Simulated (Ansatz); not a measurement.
# Ni3Ge: sound and stiffness along [100], [110] and [111]

Method: Ansatz 0.2.0, DFT PBEsol, scalar-relativistic, plane waves, PAW. Settings: 420 eV plane-wave cutoff, Γ-centred 12×12×12 mesh, Fermi-Dirac smearing of 0.15 eV. No spin polarisation.

Equilibrium structure at this level:
```cif
data_structure
_symmetry_space_group_name_H-M 'Pm-3m'
_symmetry_Int_Tables_number 221
_cell_length_a 3.5270
_cell_length_b 3.5270
_cell_length_c 3.5270
_cell_angle_alpha 90.000
_cell_angle_beta 90.000
_cell_angle_gamma 90.000
_cell_volume 43.87
loop_
_atom_site_label
_atom_site_type_symbol
_atom_site_symmetry_multiplicity
_atom_site_Wyckoff_symbol
_atom_site_fract_x
_atom_site_fract_y
_atom_site_fract_z
_atom_site_occupancy
Ni1 Ni 3 c 0.50000 0.00000 0.50000 1
Ge1 Ge 1 a 0.00000 0.00000 0.00000 1
```

In a metal, frequencies and elastic constants depend on the k mesh and the smearing, soft modes and shear constants most. Spin polarisation was left out, and a magnetic state may lie lower.

With ions relaxed, on the cubic axes: C11 = 316.7, C12 = 166.4, C44 = 119.0 GPa. The density is 9.413 g/cm³.

Question: Is the crystal stable against strain, and how anisotropic is it?

Answer: Born's conditions hold: C11 + 2C12 = 649.5, C11 − C12 = 150.3 and C44 = 119.0 GPa are all positive. B = (C11 + 2C12)/3 = 216.5 GPa. The two shear moduli are C44 and C′ = (C11 − C12)/2 = 75.1 GPa, so Zener's ratio is A = C44/C′ = 1.58: the tetragonal shear C′ is the soft one, as in many fcc and bcc metals and zincblende crystals. The Cauchy pressure C12 − C44 is 47.4 GPa; it would vanish for pair forces between atoms on inversion centres at zero pressure, and a positive value is usual with metallic or many-body binding, and where atoms off inversion centres relax under shear, which lowers C44.

Question: Give the sound speeds along the three symmetry directions.

Answer: The Christoffel equation gives ρv² for each branch:
```
direction branch                    ρv²    GPa v (m/s)
    [100]              L                    C11  316.7     5800
    [100]         T (×2) C44  119.0     3555
    [110]              L   (C11 + C12 + 2C44)/2  360.5     6189
    [110]   T, u ∥ [001]                    C44  119.0     3555
    [110]  T, u ∥ [1-10]          (C11 − C12)/2   75.1     2825
    [111]              L  (C11 + 2C12 + 4C44)/3  375.1     6313
    [111]         T (×2) (C11 − C12 + C44)/3   89.8     3088
```

Question: How does Young's modulus depend on direction?

Answer: Inverting gives S11 = 4.949, S12 = -1.705, S44 = 8.405 TPa⁻¹. Along a unit vector (l, m, n), 1/E = S11 − 2(S11 − S12 − S44/2)(l²m² + m²n² + n²l²), where the last bracket is 0, 1/4 and 1/3 for [100], [110] and [111]: E = 202, 269 and 302 GPa. With A > 1 the body diagonal is stiffest. For a film on (001), the biaxial modulus is C11 + C12 − 2C12²/C11 = 308 GPa and the normal strain is −2C12/C11 = -1.05 times the in-plane one.

The elastic anisotropy of Ni3Ge is that of an ordered fcc metal. Nearest neighbours lie along ⟨110⟩, and central forces between them resist the C44 shear more than the tetragonal one. This makes the [110] transverse wave polarised along [1-10] the slowest, at 2825 m/s, and the longitudinal wave along [111] the fastest.

In this structure every atom sits on an inversion centre, so homogeneous strain causes no internal displacement. The Cauchy pressure of 47.4 GPa therefore can't come from relaxation under shear and points to many-body metallic binding. Directional Ni d–Ge p hybridisation probably contributes to the stiffness too, but the elastic constants can't isolate its share.

A Zener ratio above one also produces a torque between paired superpartial dislocations that favours cross-slip from octahedral to cube planes, an ingredient of the yield-stress anomaly known in such alloys. Whether cross-slip actually occurs depends also on antiphase-boundary energies and dislocation cores, which elastic constants don't provide.
